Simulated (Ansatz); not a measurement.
# BaS in the WC-type structure: what the numbers say

Level of theory: DFT, PBE, scalar-relativistic, no spin polarisation; plane waves to 420 eV with PAW datasets (Ansatz 0.2.0), Γ-centred 10×10×8 mesh, 0.05 eV Gaussian smearing; PAW files: Ansatz's generated set soft_2.

The start was a prototype's sites filled with these elements. The Crystallography Open Database lists the compound in space group Fm-3m (rock salt), so this is a trial structure.

The relaxed structure (symmetry read at 0.01 Å). The structure is hexagonal, space group P-6m2 (No. 187). Conventional cell: a = 4.365 Å, b = 4.365 Å, c = 3.978 Å, α = 90.00°, β = 90.00°, γ = 120.00°. Ba (site symmetry -6m2) is surrounded by 6 S at 3.21 Å. Around S (site symmetry -6m2) lie 6 Ba at 3.21 Å. (Shells end 15 % past the nearest neighbour.)

Results at this level of theory:

```
Volume                                                : 32.82 Å³/atom
Band gap                                              : 2.04 eV
Smallest direct gap                                   : 2.04 eV
Bader charges                                         : Ba 1.40; S -1.40 e
Formation energy from the elements (0 K, uncorrected) : -2.00 eV/atom
Bulk modulus (Birch–Murnaghan)                        : 39 GPa
Pressure derivative B0′                               : 4.2
Shear modulus (Hill)                                  : 17.8 GPa
Young's modulus                                       : 46 GPa
Poisson's ratio                                       : 0.30
Elastically stable                                    : yes
```

Formal charges Ba²⁺, S²⁻ balance and leave closed shells on every ion, so a band insulator is expected, and the gap is 2.04 eV.

Shannon's ionic radii give a check on the bond lengths: Ba²⁺ with 6 neighbours 1.35 Å + S²⁻ 1.84 Å = 3.19 Å against a computed mean of 3.21 Å. Sums and bonds agree within 3 %, so ion sizes set the bond lengths.

Bader charges against formal ones: Ba +1.40 (+2), S −1.40 (−2). The cations give up 70 % of the formal charge; Bader charges stay under formal ones because the anions' density reaches into the cations' basins.

How stiff is it, in energy terms?

B0·V0 = 38.8 GPa × 32.83 Å³ = 7.94 eV/atom sets the scale: near the minimum ΔE ≈ ½ B0 V0 x², with x = V/V0 − 1, and a pressure of 0.4 GPa squeezes the volume by about 1 %. At the ends of the curve: x = −5.5 % predicts 12.0 meV/atom and the run gives 13.3; x = +10.0 % predicts 39.7 meV/atom and the run gives 33.6. Compression costs more and expansion less than the parabola says, since the crystal stiffens as it shrinks; B0′ measures that.

Which Debye temperature follows from the elastic moduli?

K = 39 GPa and G = 17.8 GPa (Hill). With a density of 4.284 g/cm³ (mean mass 84.7 u, 32.82 Å³/atom), K = 39.1 and G = 17.78 GPa from the unrounded constants, v_l = √((K + 4G/3)/ρ) = 3830 m/s and v_t = √(G/ρ) = 2040 m/s. The mean [(1/v_l³ + 2/v_t³)/3]^(−1/3) is 2280 m/s, and θ_D = (ħ/k_B)(6π²/V)^(1/3) v_m ≈ 210 K, with V the volume an atom.

Kohn–Sham gaps of semilocal functionals lie under measured ones, often by a third or more. Scalar-relativistic only: spin–orbit splittings of the heavy atoms' levels are missing.
